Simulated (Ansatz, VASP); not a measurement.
# GaN in two plane-wave programs, part 2 of 2

Aim: how closely do two programs agree when they are given the same cell, functional and k mesh? The cell is taken from a series of VASP runs on this material, whose earlier steps may have relaxed, scaled or displaced it; both programs get it as it stands.

VASP 6.6.1 and Ansatz 0.2.0.

So far. Step 4 (Side by side): The walks stopped with -0.03 GPa left in Ansatz and -0.02 GPa in VASP; each walk ends within a tolerance, so the volume difference is uncertain by about these residues over the bulk modulus, most in soft cells.

## Step 5: VASP: band structure, HSE06

Level of this step: HSE06; plane waves and PAW (Ga_d, N) (VASP).

The same path points are solved in both programs, so levels can be compared one by one. The cell compared in this pair holds 46.10 Å³, against 44.48 Å³ for the pair before.

The run reads the wave functions of an earlier VASP run, which isn't shown here.

File INCAR:

```
SYSTEM = GaN
PREC = Accurate
ENCUT = 460
EDIFF = 1E-06
NELM = 100
ISMEAR = 0
SIGMA = 0.03
LREAL = .FALSE.
ALGO = Normal
LHFCALC = .TRUE.
AEXX = 0.25
GGA = PE
HFSCREEN = 0.2
LASPH = .TRUE.
NBANDS = 24
PRECFOCK = Fast
LORBIT = 11
LWAVE = .FALSE.
LCHARG = .FALSE.
KPAR = 8
```

File POSCAR:

```
GaN
1.0
    3.1972000000      0.0000000000      0.0000000000
   -1.5986000000      2.7688564210      0.0000000000
    0.0000000000      0.0000000000      5.2070000000
Ga N
2 2
Direct
    0.3333333333      0.6666666667      0.0916875968
    0.6666666667      0.3333333333      0.5916875968
    0.3333333333      0.6666666667      0.4683124032
    0.6666666667      0.3333333333      0.9683124032
```

File KPOINTS:

```
Automatic mesh
0
Gamma
5 5 3
0 0 0
```

File KPOINTS_OPT:

```
Line mode
10
Line-mode
Reciprocal
  0.00000000   0.00000000   0.00000000 GAMMA
  0.50000000   0.00000000   0.00000000 M

  0.50000000   0.00000000   0.00000000 M
  0.33333333   0.33333333   0.00000000 K

  0.33333333   0.33333333   0.00000000 K
  0.00000000   0.00000000   0.00000000 GAMMA

  0.00000000   0.00000000   0.00000000 GAMMA
  0.00000000   0.00000000   0.50000000 A

  0.00000000   0.00000000   0.50000000 A
  0.50000000   0.00000000   0.50000000 L

  0.50000000   0.00000000   0.50000000 L
  0.33333333   0.33333333   0.50000000 H

  0.33333333   0.33333333   0.50000000 H
  0.00000000   0.00000000   0.50000000 A

  0.50000000   0.00000000   0.50000000 L
  0.50000000   0.00000000   0.00000000 M

  0.33333333   0.33333333   0.00000000 K
  0.33333333   0.33333333   0.50000000 H
```

The projector-augmented-wave data sets are Ga_d and N (PBE family, release 64).

Command:

```bash
$ mpirun -np 8 vasp_std
```

Numbers of over 12 decimals in the logs are rounded to 6 here.

What it wrote:

```text
[banner, memory and clock lines left out]
running    8 mpi-ranks, on    1 nodes
[...]
[... a notice as in an earlier step ...]

 LDA part: xc-table for (Slater+PW92), standard interpolation
 found WAVECAR, reading the header
 POSCAR, INCAR and KPOINTS ok, starting setup
[...]
reading WAVECAR
 the WAVECAR file was read successfully
 initial charge from wavefunction
 entering main loop
       N       E                     dE             d eps       ncg     rms          rms(c)
DAV:   1    -0.296042975850E+02   -0.29604E+02   -0.23750E+00   664   0.361E+01    0.124E+00
DAV:   2    -0.295809974027E+02    0.23300E-01   -0.22866E-01   744   0.816E+00    0.808E-01
DAV:   3    -0.295688403126E+02    0.12157E-01   -0.40398E-02   744   0.305E+00    0.481E-01
DAV:   4    -0.295683119950E+02    0.52832E-03   -0.71145E-03   832   0.104E+00    0.267E-01
[...]
DAV:   9    -0.295677444108E+02    0.51094E-05   -0.35684E-06   576   0.180E-02    0.137E-02
[...]
1 F= -.29567742E+02 E0= -.29567742E+02  d E =-.123890E-20
 Start KPOINTS_OPT (optional k-point list driver)
k-point batch [1-10\90]
       N       E                     dE             ncg
DAV:   1     0.853233694854E+03   -0.61446E+04      512
DAV:   2    -0.205326339097E+04   -0.29065E+04      504
DAV:   3    -0.243605229802E+04   -0.38279E+03      544
DAV:   4    -0.245441501944E+04   -0.18363E+02      656
DAV:   5    -0.245485632382E+04   -0.44130E+00      632
DAV:   6    -0.245487404501E+04   -0.17721E-01      784
DAV:   7    -0.245487453142E+04   -0.48641E-03      592
DAV:   8    -0.245487453999E+04   -0.85658E-05      528
DAV:   9    -0.245487454027E+04   -0.28637E-06      416
[...]
k-point batch [81-90\90]
       N       E                     dE             ncg
DAV:   1     0.609139579758E+03   -0.14221E+05      512
DAV:   2    -0.223621434077E+04   -0.28454E+04      512
DAV:   3    -0.256683746057E+04   -0.33062E+03      608
DAV:   4    -0.258007414666E+04   -0.13237E+02      608
DAV:   5    -0.258031534277E+04   -0.24120E+00      576
DAV:   6    -0.258032374944E+04   -0.84067E-02      712
DAV:   7    -0.258032391246E+04   -0.16303E-03      576
DAV:   8    -0.258032391444E+04   -0.19773E-05      392
DAV:   9    -0.258032391458E+04   -0.13738E-06      424
```

OUTCAR, selected parts (step 5):

```text
 POSITION                                       TOTAL-FORCE (eV/Angst)
 -----------------------------------------------------------------------------------
     -0.00000      1.84590      0.47742         0.000000     -0.000000     -0.022706
      1.59860      0.92295      3.08092        -0.000000     -0.000000     -0.022706
     -0.00000      1.84590      2.43850        -0.000000     -0.000000      0.022706
      1.59860      0.92295      5.04200         0.000000      0.000000      0.022706
 -----------------------------------------------------------------------------------
    total drift:                                0.000001      0.000001     -0.000110

  FREE ENERGIE OF THE ION-ELECTRON SYSTEM (eV)
  ---------------------------------------------------
  free  energy   TOTEN  =       -29.5677422591 eV

  energy  without entropy=      -29.5677422591  energy(sigma->0) =      -29.56774226

[... 3 further parts left out ...]
[key lines of the parts left out:]
E-fermi :   4.5856
```

## Step 6: Ansatz: band structure, HSE06

The same cell, functional, mesh and smearing now go to Ansatz, which takes its cutoff from its data sets.

The cell is taken from a series of VASP runs on this material, whose earlier steps may have relaxed, scaled or displaced it; both programs get it as it stands.

File input.yaml:

```yaml
crystal:
  lattice:
    - [3.1972, 0.0, 0.0]
    - [-1.5986, 2.768856421, 0.0]
    - [0.0, 0.0, 5.207]
  atoms:
    - { symbol: Ga, position: [0.3333333333, 0.6666666667, 0.0916875968] }
    - { symbol: Ga, position: [0.6666666667, 0.3333333333, 0.5916875968] }
    - { symbol: "N", position: [0.3333333333, 0.6666666667, 0.4683124032] }
    - { symbol: "N", position: [0.6666666667, 0.3333333333, 0.9683124032] }
hamiltonian:
  xc: { exchange: pbe, correlation: pbe, exx: { coeff: 0.25, omega: 0.2 } }
  pseudopotentials: { kind: paw }
kpoints:
  mp_grid: { grid: [5, 5, 3] }
  band_path:
    path:
      - [0.0, 0.0, 0.0]
      - [0.44444, 0.0, 0.0]
      - [0.38889, 0.22222, 0.0]
      - [0.18519, 0.18519, 0.0]
      - [0.0, 0.0, 0.11111]
      - [0.0, 0.0, 0.5]
      - [0.44444, 0.0, 0.5]
      - [0.38889, 0.22222, 0.5]
      - [0.18519, 0.18519, 0.5]
      - [0.5, 0.0, 0.38889]
      - [0.33333, 0.33333, 0.0]
      - [0.33333, 0.33333, 0.5]
    npoints: 1
scf:
  occupations: { method: gaussian, width: 0.03 }
  n_extra_bands: 8
output:
  forces: true
  stress: true
  eigenvalues: true
  write_density: true
  write_potential: true
  elf: true
  volumetric_format: npy
```

Command:

```bash
$ ansatz run input.yaml --threads 4 --pin off --max-ram 9216MiB --backend cpu --events-out ev --progress --plain --runs-dir out
```

What it wrote:

```text
[...]
--- Band table (eV; the first three rows and the last of 10) ---
  k-point 0: bands = [... 14 lower, 7.6197, 8.6958, 8.7267, 8.7267, 11.8496, 14.3686, 19.6441, 20.1631, ... 4 higher]
  k-point 1: bands = [... 14 lower, 7.8853, 7.8853, 8.4385, 8.4385, 13.5937, 14.5187, 18.9539, 19.3134, ... 4 higher]
  k-point 2: bands = [... 14 lower, 6.4386, 6.8957, 8.2528, 8.3659, 13.8027, 15.9884, 18.0546, 18.9816, ... 4 higher]
  k-point 9: bands = [... 14 lower, 4.4629, 5.6345, 6.3830, 7.1058, 15.3859, 16.6331, 17.8364, 18.0857, ... 4 higher]
[key lines of the parts left out:]
Free energy (F): -8336.809968 eV
Fermi energy:    10.288215 eV
P = ⅓ Tr σ = -2.6546 GPa (-26.546 kbar)
```

Elapsed: 30 s, on 4 threads of Arm Neoverse V1, shared host; peak memory 0.77 GiB.

## Step 7: Side by side

What differs besides the data sets and the points named for the pairs above, as far as they apply: exact exchange at q = 0 is treated differently, which shows on coarse meshes; VASP keeps PBE cores, Ansatz makes them for the functional; the cutoff is 420 eV in Ansatz and 460 eV in VASP; VASP takes a coarser grid for exact exchange (PRECFOCK = Fast). Total energies have different zeros and are not compared.

Both answers:

| quantity | Ansatz | VASP | difference |
| --- | --- | --- | --- |
| gap over the path points (eV) | 3.123 | 3.139 | -0.016 |

Levels at points of the path, from each program's valence-band top (eV; 4 filled, then empty):

| k (reciprocal lattice) | Ansatz | VASP |
| --- | --- | --- |
| 0.000 0.000 0.000 | -1.11 -0.03 0.00 0.00 3.12 5.64 10.92 | -1.11 -0.03 0.00 0.00 3.14 5.65 10.93 |
| 0.444 0.000 0.000 | -4.58 -2.87 -2.14 -1.03 6.35 6.98 7.46 | -4.58 -2.88 -2.15 -1.03 6.35 6.99 7.47 |
| 0.389 0.222 0.000 | -4.84 -3.71 -2.66 -2.45 6.60 8.73 8.90 | -4.85 -3.71 -2.66 -2.46 6.60 8.74 8.91 |
| 0.185 0.185 0.000 | -4.35 -2.88 -1.34 -1.16 6.75 8.17 8.89 | -4.34 -2.88 -1.34 -1.16 6.76 8.18 8.89 |
| 0.000 0.000 0.111 | -1.07 -0.42 -0.04 -0.04 3.45 5.67 10.81 | -1.08 -0.42 -0.04 -0.04 3.47 5.67 10.83 |
| 0.000 0.000 0.500 | -0.57 -0.57 -0.57 -0.57 5.61 5.61 10.04 | -0.57 -0.57 -0.57 -0.57 5.62 5.62 10.04 |
| 0.444 0.000 0.500 | -2.04 -2.04 -2.03 -2.03 5.72 5.72 9.32 | -2.04 -2.04 -2.03 -2.03 5.73 5.73 9.32 |
| 0.389 0.222 0.500 | -3.92 -3.92 -1.62 -1.62 7.17 7.17 9.40 | -3.93 -3.93 -1.62 -1.62 7.18 7.18 9.40 |
| 0.185 0.185 0.500 | -2.49 -2.49 -1.94 -1.94 7.05 7.05 9.38 | -2.49 -2.49 -1.95 -1.95 7.06 7.06 9.39 |
| 0.500 0.000 0.389 | -2.60 -2.37 -1.74 -1.69 5.37 6.10 9.08 | -2.60 -2.37 -1.75 -1.69 5.38 6.10 9.08 |

Among the levels compared at these points, filled levels agree within 5 meV and empty ones within 17 meV.

## Step 8: What came out

* difference in volume (relaxation of cell and atoms, LDA): -0.61 %
* difference in gap over the path points (band structure, HSE06): -0.016 eV

What this shows: The difference in volume is -0.61 % (relaxation of cell and atoms, LDA), within the 1.2 % picked in this series as the mark of a large difference, as far as the stopping tolerances let one tell. How closely two codes agree says nothing of how well the functional describes the real material.

[Lines on the potential files, build, host, timing and source positions are cut from VASP's logs without a mark.]

[Logs are printed without paths, hosts, clocks, repeated set-up lines and the standing remarks that a program may print on its own settings, such as how far it seeks lower states.]

[Hosts, paths, dates, database ids (printed as entryN), source tags and the programs' standing remarks are cut or masked in the printed files.]
